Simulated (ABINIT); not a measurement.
# Beyond one shot: GaP (F-43m), part 2 of 3

Wanted: G0W0 and self-consistent gaps of GaP (F-43m), with the cost of the cycles.

ABINIT 10.8.3; PBE and many-body steps on it, plane waves. Known limits of the many-body steps: not at the basis limit; no spin-orbit coupling; coarse k mesh.

So far. Step 5 (evGW0, cycle 1): Against G0W0 in ABINIT (4×4×4 mesh, 161 bands, screening to 195.9 eV, Godby-Needs plasmon pole), the gap moves by +0.170 eV. This first cycle still uses the starting levels; it takes the full correction, at all points of the mesh, and its linearised value is 2.259 eV. Step 6 (evGW0, cycle 2): Against the cycle before, the gap moves by −0.090 eV.

## Step 7: evGW0, cycle 3

Level of this step: evGW0 on PBE, plane waves, norm-conserving pseudopotentials (ABINIT).

File run.abi:

```
acell 3*1.0 Angstrom
rprim 
  0.000000000000 2.725250000000 2.725250000000
  2.725250000000 0.000000000000 2.725250000000
  2.725250000000 2.725250000000 0.000000000000
ntypat 2
znucl 31 15
natom 2
typat 1 2
xred 
  0.000000000000 0.000000000000 0.000000000000
  0.250000000000 0.250000000000 0.250000000000
pp_dirpath "pseudos"
pseudos "Ga.upf, P.upf"
ecut 45
ngkpt 4 4 4
nshiftk 1
shiftk 0 0 0
kptopt 1
chksymbreak 0
istwfk *1
occopt 1
irdwfk 1
optdriver 4
nband 161
gwcalctyp 10
ecutsigx 45
symsigma 1
nkptgw 8
kptgw 
  0.0000000000 0.0000000000 0.0000000000
  0.2500000000 0.0000000000 0.0000000000
  0.5000000000 0.0000000000 0.0000000000
  0.2500000000 0.2500000000 0.0000000000
  0.5000000000 0.2500000000 0.0000000000
  -0.2500000000 0.2500000000 0.0000000000
  0.5000000000 0.5000000000 0.0000000000
  -0.2500000000 0.5000000000 0.2500000000
bdgw 
  11 17
  11 17
  11 17
  11 17
  11 17
  11 17
  11 17
  11 17
ecuteps 7.2
irdscr 1
ppmodel 1
irdqps 1
indata_prefix "in"
outdata_prefix "out"
tmpdata_prefix "tmp"
```

Started as:

```console
$ OMP_NUM_THREADS=1 mpirun -n 4 abinit run.abi > log
```

What it wrote:

```text
.Version 10.8.3 of ABINIT. v10.8.2 released Aug 2026.

 Symmetries : space group F-4 3 m (#216); Bravais cF (face-center cubic)
[... echo of the input left out ...]
== DATASET  1 ==================================================================
-   mpi_nproc: 4, omp_nthreads: 1 (-1 if OMP is not activated)

--- !DatasetInfo
iteration_state: {dtset: 1, }
dimensions: {natom: 2, nkpt: 8, mband: 161, nsppol: 1, nspinor: 1, nspden: 1, mpw: 3972, }
cutoff_energies: {ecut:  45.0, pawecutdg:  -1.0, }
[...]
.  kptgw no:  3; Maximum DeltaE = (   0.007   0.000) for band index:  1
[...]
.  kptgw no:  7; Maximum DeltaE = (  -0.007   0.000) for band index:  6
.  kptgw no:  8; Maximum DeltaE = (  -0.008  -0.000) for band index:  5

== END DATASET(S) ==============================================================
================================================================================

 -outvars: echo values of variables after computation  --------
           etotal      0.0000000000E+00
            nband         161
             nkpt           8
          spgroup         216
 [... the other variables as echoed above ...]

 Calculation completed.
```

The job ended after 2.6 min (4 MPI ranks of Arm Neoverse V1, shared host; peak memory 1.3 GiB; 10 min of CPU time).

Numbers from this step:

- quasiparticle gap on the mesh: 2.349 eV
- gap of the density functional on the mesh: 1.652 eV
- k of the valence top: 0, 0, 0
- k of the conduction bottom: 0.5, 0.5, 0
- least direct quasiparticle gap on the computed points: 2.761 eV

Against the cycle before, the gap moves by +0.010 eV.

## Step 8: evGW0, cycle 4

run.abi is that of step 7.

What it wrote:

```text
.Version 10.8.3 of ABINIT. v10.8.2 released Aug 2026.

 Symmetries : space group F-4 3 m (#216); Bravais cF (face-center cubic)
[... echo of the input left out ...]
== DATASET  1 ==================================================================
-   mpi_nproc: 4, omp_nthreads: 1 (-1 if OMP is not activated)

--- !DatasetInfo
iteration_state: {dtset: 1, }
dimensions: {natom: 2, nkpt: 8, mband: 161, nsppol: 1, nspinor: 1, nspden: 1, mpw: 3972, }
cutoff_energies: {ecut:  45.0, pawecutdg:  -1.0, }
[...]
.  kptgw no:  3; Maximum DeltaE = (  -0.001   0.000) for band index:  1
[...]
.  kptgw no:  7; Maximum DeltaE = (   0.001   0.000) for band index:  6
.  kptgw no:  8; Maximum DeltaE = (   0.001  -0.000) for band index:  5

== END DATASET(S) ==============================================================
================================================================================

 -outvars: echo values of variables after computation  --------
           etotal      0.0000000000E+00
            nband         161
             nkpt           8
          spgroup         216
 [... the other variables as echoed above ...]

 Calculation completed.
```

Wall time 2.6 min (4 MPI ranks); peak memory 1.3 GiB.

This step gave:

| Property | Result |
| --- | --- |
| quasiparticle gap on the mesh | 2.348 eV |
| gap of the density functional on the mesh | 1.652 eV |
| k of the valence top | 0, 0, 0 |
| k of the conduction bottom | 0.5, 0.5, 0 |
| least direct quasiparticle gap on the computed points | 2.759 eV |

Against the cycle before, the gap moves by −0.001 eV.

## Step 9: Screening, 4×4×4 mesh, 161 bands, screening to 195.9 eV

This step: RPA screening on PBE, plane waves, norm-conserving pseudopotentials.

File run.abi:

```
acell 3*1.0 Angstrom
rprim 
  0.000000000000 2.725250000000 2.725250000000
  2.725250000000 0.000000000000 2.725250000000
  2.725250000000 2.725250000000 0.000000000000
ntypat 2
znucl 31 15
natom 2
typat 1 2
xred 
  0.000000000000 0.000000000000 0.000000000000
  0.250000000000 0.250000000000 0.250000000000
pp_dirpath "pseudos"
pseudos "Ga.upf, P.upf"
ecut 45
ngkpt 4 4 4
nshiftk 1
shiftk 0 0 0
kptopt 1
chksymbreak 0
istwfk *1
occopt 1
irdwfk 1
optdriver 3
nband 161
ecuteps 7.2
inclvkb 2
awtr 1
symchi 1
gwcalctyp 10
mbpt_sciss 0.912 eV
nqptdm 1
qptdm 
  0 0 0
indata_prefix "in"
outdata_prefix "out"
tmpdata_prefix "tmp"
```

What it wrote:

```text
.Version 10.8.3 of ABINIT. v10.8.2 released Aug 2026.

 Symmetries : space group F-4 3 m (#216); Bravais cF (face-center cubic)
[... echo of the input left out ...]
== DATASET  1 ==================================================================
-   mpi_nproc: 4, omp_nthreads: 1 (-1 if OMP is not activated)

--- !DatasetInfo
iteration_state: {dtset: 1, }
dimensions: {natom: 2, nkpt: 8, mband: 161, nsppol: 1, nspinor: 1, nspden: 1, mpw: 3972, }
cutoff_energies: {ecut:  45.0, pawecutdg:  -1.0, }
electrons: {nelect:   2.60000000E+01, charge:   0.00000000E+00, occopt:   1.00000000E+00, tsmear:   1.00000000E-02, }

 SCREENING: Calculation of the susceptibility and dielectric matrices

 Based on a program developped by R.W. Godby, V. Olevano, G. Onida, and L. Reining.
 Incorporated in ABINIT by V. Olevano, G.-M. Rignanese, and M. Torrent.
.Using double precision arithmetic ; gwpc =  8

[... cell and pseudopotentials left out ...]
--------------------------------------------------------------------------------

 ==== K-mesh for the wavefunctions ====
 Number of points in the irreducible wedge :     8
[... list of points left out ...]
 Together with 24 symmetry operations and time-reversal symmetry
 yields    64 points in the full Brillouin Zone.

 ==== Q-mesh for the screening function ====
 Number of points in the irreducible wedge :     8
[... list of points left out ...]
 Together with 24 symmetry operations and time-reversal symmetry
 yields    64 points in the full Brillouin Zone.

 setmesh: FFT mesh size selected  =    32x   32x   32
          total number of points  =        32768

 vcoul_init : cutoff-mode = AUXILIARY_FUNCTION
 q-points for optical limit:   1
     1)      0.000010    0.000020    0.000030

 Dielectric matrix will be calculated only for some
 selected q points provided by the user through the input variables
 nqptdm and qptdm

- screening: taking advantage of time-reversal symmetry
- Maximum band index for partially occupied states nbvw = 13
- Remaining bands to be divided among processors   nbcw = 148
- Number of bands treated by each node ~37

 rdqps: reading QP wavefunctions of the previous step
        looking for file in_QPS
 file not found, 1st iteration initialized with KS eigenelements

 screening : performing a first self-consistency
 update of the energies in W by a scissor operator
 applying a scissor operator of [eV] :   0.912

 Number of electrons calculated from density =   26.0000; Expected =   26.0000
 average of density, n =  0.095176
 r_s =    1.3587
 omega_plasma =   29.7591 [eV]

 calculating chi0 at frequencies [eV] :
  1    0.000000E+00    0.000000E+00
  2    0.000000E+00    2.975908E+01

--------------------------------------------------------------------------------
  q-point number  1        q = ( 0.000000, 0.000000, 0.000000) [r.l.u.]
--------------------------------------------------------------------------------
[... chi0 elements left out ...]
 For q-point:  0.000010 0.000020 0.000030
  dielectric constant =  14.4997
  dielectric constant without local fields =  15.6278

  Average fulfillment of the sum rule on Im[epsilon] for q-point    1 :     55.91  [%]
[... wings left out ...]
== END DATASET(S) ==============================================================
================================================================================

 -outvars: echo values of variables after computation  --------
           etotal      0.0000000000E+00
            nband         161
             nkpt           8
          spgroup         216
 [... the other variables as echoed above ...]

 Calculation completed.
```

Elapsed: 11 s, on 4 MPI ranks; peak memory 1.1 GiB.

This step gave:

```
ε∞ with local fields, on this mesh, along the program's q direction : 14.50
the same without local fields                                       : 15.63
plasma frequency                                                    : 29.76 eV
plane waves in the screening matrix                                 : 259
```

This screening uses the functional's bands under a rigid shift, the mean opening of the cycle before.

## Step 10: Screening, 4×4×4 mesh, 161 bands, screening to 195.9 eV

This step: RPA screening on PBE from quasiparticle energies, plane waves, norm-conserving pseudopotentials.

Changes to run.abi since step 9:

```diff
@@ -29,7 +29,13 @@
 symchi 1
+irdqps 1
 gwcalctyp 10
-mbpt_sciss 0.912 eV
-nqptdm 1
+nqptdm 7
 qptdm 
-  0 0 0
+  0.2500000000 0.0000000000 0.0000000000
+  0.5000000000 0.0000000000 0.0000000000
+  0.2500000000 0.2500000000 0.0000000000
+  0.5000000000 0.2500000000 0.0000000000
+  -0.2500000000 0.2500000000 0.0000000000
+  0.5000000000 0.5000000000 0.0000000000
+  -0.2500000000 0.5000000000 0.2500000000
 indata_prefix "in"
```

File mrgscr.stdin:

```
2
merged
q0_SCR
out_SCR
1
```

Started as:

```console
$ OMP_NUM_THREADS=1 mpirun -n 4 abinit run.abi > log; mrgscr < mrgscr.stdin
```

What it wrote:

```text
.Version 10.8.3 of ABINIT. v10.8.2 released Aug 2026.

 Symmetries : space group F-4 3 m (#216); Bravais cF (face-center cubic)
[... echo of the input left out ...]
== DATASET  1 ==================================================================
-   mpi_nproc: 4, omp_nthreads: 1 (-1 if OMP is not activated)

--- !DatasetInfo
iteration_state: {dtset: 1, }
dimensions: {natom: 2, nkpt: 8, mband: 161, nsppol: 1, nspinor: 1, nspden: 1, mpw: 3972, }
cutoff_energies: {ecut:  45.0, pawecutdg:  -1.0, }
[...]
q-point number  1        q = ( 0.250000, 0.000000, 0.000000) [r.l.u.]
--------------------------------------------------------------------------------
[... chi0 elements left out ...]
  Average fulfillment of the sum rule on Im[epsilon] for q-point    2 :     63.70  [%]

--------------------------------------------------------------------------------
  q-point number  2        q = ( 0.500000, 0.000000, 0.000000) [r.l.u.]
--------------------------------------------------------------------------------
[... chi0 elements left out ...]
  Average fulfillment of the sum rule on Im[epsilon] for q-point    3 :     59.85  [%]

 [... 5 further q-points ...]
```

Elapsed: 53 s, on 4 MPI ranks; peak memory 1.2 GiB.

Numbers from this step:

```yaml
plasma_frequency: 29.76 eV
plane_waves_in_the_screening_matrix: 259
```

This screening reads the quasiparticle levels of the cycle before.

## Step 11: evGW, cycle 1

This step: evGW on PBE, plane waves, norm-conserving pseudopotentials.

Changes to run.abi since step 10:

```diff
@@ -23,12 +23,10 @@
 irdwfk 1
-optdriver 3
+optdriver 4
 nband 161
-ecuteps 7.2
-inclvkb 2
-awtr 1
-symchi 1
-irdqps 1
 gwcalctyp 10
-nqptdm 7
-qptdm 
+ecutsigx 45
+symsigma 1
+nkptgw 8
+kptgw 
+  0.0000000000 0.0000000000 0.0000000000
   0.2500000000 0.0000000000 0.0000000000
@@ -40,2 +38,15 @@
   -0.2500000000 0.5000000000 0.2500000000
+bdgw 
+  11 17
+  11 17
+  11 17
+  11 17
+  11 17
+  11 17
+  11 17
+  11 17
+ecuteps 7.2
+irdscr 1
+ppmodel 1
+irdqps 1
 indata_prefix "in"
```

Started as:

```console
$ OMP_NUM_THREADS=1 mpirun -n 4 abinit run.abi > log
```

What it wrote:

```text
.Version 10.8.3 of ABINIT. v10.8.2 released Aug 2026.

 Symmetries : space group F-4 3 m (#216); Bravais cF (face-center cubic)
[... echo of the input left out ...]
== DATASET  1 ==================================================================
-   mpi_nproc: 4, omp_nthreads: 1 (-1 if OMP is not activated)

--- !DatasetInfo
iteration_state: {dtset: 1, }
dimensions: {natom: 2, nkpt: 8, mband: 161, nsppol: 1, nspinor: 1, nspden: 1, mpw: 3972, }
cutoff_energies: {ecut:  45.0, pawecutdg:  -1.0, }
[...]
.  kptgw no:  3; Maximum DeltaE = (   0.069  -0.000) for band index:  1
[...]
.  kptgw no:  7; Maximum DeltaE = (   0.079  -0.000) for band index:  1
.  kptgw no:  8; Maximum DeltaE = (   0.080  -0.000) for band index:  1

== END DATASET(S) ==============================================================
================================================================================

 -outvars: echo values of variables after computation  --------
           etotal      0.0000000000E+00
            nband         161
             nkpt           8
          spgroup         216
 [... the other variables as echoed above ...]

 Calculation completed.
```

Run time: 2.6 min. Hardware: 4 MPI ranks; peak memory 1.3 GiB; 10 min of CPU time.

This step gave:

```
quasiparticle gap on the mesh                         : 2.464 eV
gap of the density functional on the mesh             : 1.652 eV
k of the valence top                                  : 0, 0, 0
k of the conduction bottom                            : 0.5, 0.5, 0
least direct quasiparticle gap on the computed points : 2.872 eV
```

Against G0W0 in ABINIT (4×4×4 mesh, 161 bands, screening to 195.9 eV, Godby-Needs plasmon pole), the gap moves by +0.205 eV.

## Step 12: Screening, 4×4×4 mesh, 161 bands, screening to 195.9 eV

This step: RPA screening on PBE, plane waves, norm-conserving pseudopotentials.

File run.abi:

```
acell 3*1.0 Angstrom
rprim 
  0.000000000000 2.725250000000 2.725250000000
  2.725250000000 0.000000000000 2.725250000000
  2.725250000000 2.725250000000 0.000000000000
ntypat 2
znucl 31 15
natom 2
typat 1 2
xred 
  0.000000000000 0.000000000000 0.000000000000
  0.250000000000 0.250000000000 0.250000000000
pp_dirpath "pseudos"
pseudos "Ga.upf, P.upf"
ecut 45
ngkpt 4 4 4
nshiftk 1
shiftk 0 0 0
kptopt 1
chksymbreak 0
istwfk *1
occopt 1
irdwfk 1
optdriver 3
nband 161
ecuteps 7.2
inclvkb 2
awtr 1
symchi 1
gwcalctyp 10
mbpt_sciss 1.046 eV
nqptdm 1
qptdm 
  0 0 0
indata_prefix "in"
outdata_prefix "out"
tmpdata_prefix "tmp"
```

What it wrote:

```text
.Version 10.8.3 of ABINIT. v10.8.2 released Aug 2026.

 Symmetries : space group F-4 3 m (#216); Bravais cF (face-center cubic)
[... echo of the input left out ...]
== DATASET  1 ==================================================================
-   mpi_nproc: 4, omp_nthreads: 1 (-1 if OMP is not activated)

--- !DatasetInfo
iteration_state: {dtset: 1, }
dimensions: {natom: 2, nkpt: 8, mband: 161, nsppol: 1, nspinor: 1, nspden: 1, mpw: 3972, }
cutoff_energies: {ecut:  45.0, pawecutdg:  -1.0, }
[...]
[... chi0 elements left out ...]
 For q-point:  0.000010 0.000020 0.000030
  dielectric constant =  14.1032
  dielectric constant without local fields =  15.1850

  Average fulfillment of the sum rule on Im[epsilon] for q-point    1 :     56.08  [%]
[... wings left out ...]
== END DATASET(S) ==============================================================
================================================================================

 -outvars: echo values of variables after computation  --------
           etotal      0.0000000000E+00
            nband         161
             nkpt           8
          spgroup         216
 [... the other variables as echoed above ...]

 Calculation completed.
```

Elapsed: 11 s, on 4 MPI ranks; peak memory 1.1 GiB.

This step gave:

```
ε∞ with local fields, on this mesh, along the program's q direction : 14.10
the same without local fields                                       : 15.19
plasma frequency                                                    : 29.76 eV
plane waves in the screening matrix                                 : 259
```

This screening uses the functional's bands under a rigid shift, the mean opening of the cycle before.

[end of part 2 of 3]

[Paths, hosts, dates, memory and timing lines, banners, echoed tables and standing remarks are left out of the program output.]

[Logs are printed without paths, hosts, clocks, repeated set-up lines and the standing remarks that a program may print on its own settings, such as how far it seeks lower states.]

[Runs of the session that timed out or met a known fault of the program may be left out.]

[Hosts, paths, dates, database ids (printed as entryN), source tags and the programs' standing remarks are cut or masked in the printed files.]

[G0W0 gaps are taken among the corrected bands and points alone; a level outside them can change the order at an edge.]

[Where Ansatz stands beside ABINIT at settings called matched, ABINIT's density can come from a denser mesh and the files from another edition; pairs whose starting gaps differed by over 0.03 eV were left out, so agreement reads better than it is.]
